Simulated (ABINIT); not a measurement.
A run of ABINIT 10.8.3 (patched build) is set up as follows.

Contents of run.abi:

```
pp_dirpath "./"
pseudos "In.upf, P.upf"

acell 4.1443528445 4.1443528445 4.1443528445 Angstrom
rprim
     0.0000000000     0.7071067812     0.7071067812
     0.7071067812     0.0000000000     0.7071067812
     0.7071067812     0.7071067812     0.0000000000
ntypat 2
znucl 49 15
natom 2
typat 1 2
xcart
     0.0000000000     0.0000000000     0.0000000000
     4.3957500000     4.3957500000     4.3957500000 Angstrom

ecut 35.0

kptopt 1
ngkpt 6 6 6
nshiftk 1
shiftk 0.0 0.0 0.0

ixc 11

nband 13
occopt 3
tsmear 0.05 eV

nstep 100
tolvrs 1.0e-10

iomode 3
prtwf 0
prtden 0
prteig 0
prtebands 0
enunit 1
```

Potentials or basis: PseudoDojo NC SR PBE v0.4.1 standard.

Launch:

```sh
$ mpirun --bind-to none -np 4 abinit run.abi > log 2>&1
```

Problem. What does it give for the pressure?

Solution. 3.4 GPa.

Problem. Predict the band gap on the k mesh.

Solution. 0.71 eV, direct.

Caveat: spin-orbit coupling is left out, which moves the levels of the heavy elements.

**What was measured.**

A printed reference work, data compilation reports, for a bulk crystal of InP at 1.6 K: band gap 1.4236 eV (direct).

A measured gap of InP is 1.4236 eV (direct; 1.6 K; a printed reference work, data compilation); the calculated 0.71 eV misses it by -0.71 eV. Spin-orbit coupling on In is left out. The value is that of PBE, without temperature or zero-point motion. Semilocal functionals fall short of measured gaps as a rule.
